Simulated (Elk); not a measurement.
An Elk run on CdO with settings drawn from a wide range, so not all are converged; totals and levels move with the basis, and no second program has checked them. Method: Elk 11.2.3 with local patches, DFT, TB-mBJ exchange potential with LDA correlation, all-electron APW+lo, Dirac cores, scalar-relativistic bands. Elk's input is in atomic units.

Command: `OMP_NUM_THREADS=1 elk` The run took about 110 s on 1 thread of a shared machine.

```
tasks
  0
  110
  115
  10
  21

xctype
  100 208 12

rgkmax
  8

gmaxvr
  10

lmaxapw
  8

lmaxo
  5

lmaxi
  3

nrmtscf
  2

nempty
  4

epspot
  1e-05

epsengy
  0.0001

maxscl
  60

swidth
  0.004

stype
  1

lradstp
  2

mixtype
  3

hmaxvr
  4

nxlo
  2

tforce
  .false.

lorbcnd
  .true.

sppath
  './'

avec
  0.00000000000 4.41011256800 4.41011256800
  4.41011256800 0.00000000000 4.41011256800
  4.41011256800 4.41011256800 0.00000000000

atoms
  2
  'Cd.in'
  1
  0.000000000000 0.000000000000 0.000000000000   0.000 0.000 0.000
  'O.in'
  1
  0.500000000000 0.500000000000 0.500000000000   0.000 0.000 0.000

ngridk
  6 6 6

wplot
  120 100 1
  -0.55 0.3

plot1d
  8 30
  0.0000000000 0.0000000000 0.0000000000
  0.5000000000 0.0000000000 0.5000000000
  0.6250000000 0.2500000000 0.6250000000
  0.3750000000 0.3750000000 0.7500000000
  0.0000000000 0.0000000000 0.0000000000
  0.5000000000 0.5000000000 0.5000000000
  0.5000000000 0.2500000000 0.7500000000
  0.5000000000 0.0000000000 0.5000000000
```

Muffin-tin radii in the species files: O 1.34, Cd 1.93 bohr.

The geometry is COD entry 1011003, unchecked; take it as a test cell. The listed cell was then made from it by scaling, straining or moving an atom.

What does the run give?

It settled in energy, though the test on the potential was never met; total energy -5507.4054 Ha, charge error 0.0081 e; sphere charges Cd1 45.07, O2 6.32 e; 60 SCF iterations. The warnings or the charge error make these numbers unreliable.
```
Warning(linengy): could not find 1 linearisation energies in s.c. loop 5
Warning(linengy): could not find 1 linearisation energies in s.c. loop 6
Warning(linengy): could not find 1 linearisation energies in s.c. loop 7
Warning(linengy): could not find 1 linearisation energies in s.c. loop 8
Warning(linengy): could not find 1 linearisation energies in s.c. loop 9
```
